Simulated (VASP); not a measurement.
All values below come from PBE GGA, VASP's PBE PAW potentials (set 64) (plane waves; VASP 6.6.1).

VASP input:

### KPOINTS
```
Automatic mesh
0
Gamma
8 8 8
0 0 0
```

INCAR:
```
SYSTEM=CaF2
PREC=Accurate; ENCUT=620; LREAL=F
LASPH=T
EDIFF=1E-6; NELM=100; ALGO=Normal
ISMEAR=0; SIGMA=0.05
GGA=PE
IBRION=2; NSW=40; ISIF=3
EDIFFG=-0.02; PSTRESS=450
LWAVE=F; LCHARG=F
```

**POSCAR**
```
CaF2
1
   -0.0000000000     2.4988930795     2.4988930795
    2.4988930795    -0.0000000000     2.4988930795
    2.4988930795     2.4988930795     0.0000000000
Ca F
1 2
Direct
  0.0000000000   1.0000000000   0.0000000000
  0.2500000000   0.2500000000   0.2500000000
  0.7500000000   0.7500000000   0.7500000000
```

POTCAR, in this order: Ca_sv F (PBE.64 set). Program: vasp_std.

The resulting files:

**OSZICAR**
```
       N       E                     dE             d eps       ncg     rms          rms(c)
DAV:   1     0.246921344912E+03    0.24692E+03   -0.16130E+04   928   0.183E+03
DAV:   2    -0.786405613023E+01   -0.25479E+03   -0.24831E+03  1144   0.437E+02
DAV:   3    -0.171766152883E+02   -0.93126E+01   -0.93056E+01  1056   0.949E+01
DAV:   4    -0.175465111107E+02   -0.36990E+00   -0.36981E+00  1552   0.140E+01
DAV:   5    -0.175502162583E+02   -0.37051E-02   -0.37051E-02  1048   0.132E+00    0.814E+00
DAV:   6    -0.161594109349E+02    0.13908E+01   -0.64088E+00   928   0.205E+01    0.286E+00
DAV:   7    -0.161492687911E+02    0.10142E-01   -0.21793E-01  1216   0.419E+00    0.159E+00
DAV:   8    -0.161608777011E+02   -0.11609E-01   -0.38054E-02  1016   0.257E+00    0.211E-01
DAV:   9    -0.161634527395E+02   -0.25750E-02   -0.69437E-03  1128   0.813E-01    0.113E-01
DAV:  10    -0.161640492336E+02   -0.59649E-03   -0.10569E-03  1392   0.305E-01    0.598E-02
DAV:  11    -0.161641018124E+02   -0.52579E-04   -0.23474E-04   944   0.162E-01    0.919E-03
DAV:  12    -0.161641071133E+02   -0.53009E-05   -0.18184E-05  1456   0.371E-02    0.479E-03
DAV:  13    -0.161641072808E+02   -0.16747E-06   -0.13839E-06   864   0.132E-02
   1 F= -.73986425E+01 E0= -.73986425E+01  d E =-.739864E+01
```

OUTCAR:
```
------------------------ aborting loop because EDIFF is reached ----------------------------------------
  FORCE on cell =-STRESS in cart. coord.  units (eV):
  Direction    XX          YY          ZZ          XY          YZ          ZX
  --------------------------------------------------------------------------------------
  Total        8.7747401      8.7747401      8.7747401      0.0000000     -0.0000000      0.0000000
  in kB      450.4761740    450.4761740    450.4761740      0.0000000     -0.0000000      0.0000000
  external PRESSURE =       0.4761740 kB  Pullay stress =     450.0000000 kB
  volume of cell :       31.21
      direct lattice vectors                 reciprocal lattice vectors
     0.000000000  2.498893080  2.498893080    -0.200088593  0.200088593  0.200088593
     2.498893080  0.000000000  2.498893080     0.200088593 -0.200088593  0.200088593
     2.498893080  2.498893080  0.000000000     0.200088593  0.200088593 -0.200088593
 POSITION                                       TOTAL-FORCE (eV/Angst)
 -----------------------------------------------------------------------------------
      0.00000      0.00000      0.00000        -0.000000     -0.000000     -0.000000
      1.24945      1.24945      1.24945         0.000000      0.000000      0.000000
      3.74834      3.74834      3.74834        -0.000000     -0.000000     -0.000000
 -----------------------------------------------------------------------------------
    total drift:                                0.000000     -0.000000      0.000000
  FREE ENERGIE OF THE ION-ELECTRON SYSTEM (eV)
  ---------------------------------------------------
  free  energy   TOTEN  =       -16.1641072808 eV

  energy  without entropy=      -16.1641072808  energy(sigma->0) =      -16.16410728
  enthalpy is  TOTEN    =        -7.3986424830 eV   P V=        8.7654647978

 reached required accuracy - stopping structural energy minimisation
```
(Selected blocks of OUTCAR.)

OUTCAR:
```
 val. band max:        0.7178314244   @ k =   0.5000   0.5000   0.0000

 cond. band min:       9.5332736813   @ k =   0.5000   0.5000   0.0000


 Fermi energy:         1.0341365111

 k-point     1 :       0.0000    0.0000    0.0000
  band No.  band energies     occupation
      1     -34.1919      2.00000
      2     -19.9190      2.00000
      3     -18.7175      2.00000
      4     -15.0639      2.00000
      5     -15.0639      2.00000
      6     -15.0639      2.00000
      7      -2.3991      2.00000
      8      -2.3991      2.00000
      9      -2.3991      2.00000
     10       0.4296      2.00000
     11       0.4296      2.00000
     12       0.4296      2.00000
     13       9.7319      0.00000
     14      10.8253      0.00000
     15      10.8253      0.00000
     16      14.2094      0.00000

 k-point     2 :       0.1250    0.0000    0.0000
  band No.  band energies     occupation
      1     -34.1712      2.00000
      2     -20.0064      2.00000
      3     -18.7950      2.00000
      4     -15.0832      2.00000
      5     -15.0832      2.00000
      6     -14.9507      2.00000
      7      -2.2880      2.00000
      8      -2.2880      2.00000
      9      -2.1555      2.00000
     10       0.1924      2.00000
     11       0.3288      2.00000
     12       0.3288      2.00000
     13      10.1738      0.00000
     14      10.8980      0.00000
     15      10.8980      0.00000
     16      13.9823      0.00000

 k-point     3 :       0.2500    0.0000    0.0000
  band No.  band energies     occupation
      1     -34.1208      2.00000
      2     -20.1719      2.00000
      3     -19.0339      2.00000
      4     -15.1289      2.00000
      5     -15.1289      2.00000
      6     -14.6534      2.00000
      7      -2.0090      2.00000
      8      -2.0090      2.00000
      9      -1.5847      2.00000
     10      -0.3046      2.00000
     11       0.0899      2.00000
     12       0.0899      2.00000
     13      11.0451      0.00000
...
```

The compound is CaF2 in the fluorite structure. It was relaxed first under an external pressure of 45 GPa.
